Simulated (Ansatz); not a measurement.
AgCl (Pm-3m), clamped-ion strain scan

All numbers below come from Ansatz 0.2.0, DFT LDA, scalar-relativistic, plane waves, PAW. Cutoff 420 eV, Γ-centred 10×10×10 k-points, Gaussian smearing of 0.03 eV. No spin polarisation. Energies are free energies at this smearing, counted from the undisturbed cell; pressure is positive in compression.

Reference structure (as given, not relaxed at this level; it stands at -7.6 GPa; this CsCl-type form isn't the usual structure):

```
CELL_PARAMETERS angstrom
3.43397 0.00000 0.00000
0.00000 3.43397 0.00000
0.00000 0.00000 3.43397
ATOMIC_POSITIONS crystal
Ag 0.00000 0.00000 0.00000
Cl 0.50000 0.50000 0.50000
```

The cell is strained by ε times the Voigt pattern (0, 1, 0, 0, 0, 0) (xx, yy, zz, yz, xz, xy; engineering shear) with fractional coordinates fixed.

```csv
ε,ΔE (meV/atom),"stress summed along the pattern (GPa, tension positive)",pressure (GPa),gap on the mesh (eV)
-0.0400,-31.2,4.62,-6.0,0.22
-0.0300,-24.9,5.45,-6.4,0.24
-0.0200,-17.5,6.22,-6.8,0.25
-0.0100,-9.2,6.93,-7.2,0.26
0.0000,0.0,7.58,-7.6,0.28
0.0100,10.0,8.20,-7.9,0.26
0.0200,20.7,8.77,-8.2,0.25
0.0300,32.1,9.30,-8.5,0.24
0.0350,38.1,9.56,-8.6,0.23
0.0400,44.2,9.81,-8.7,0.23
```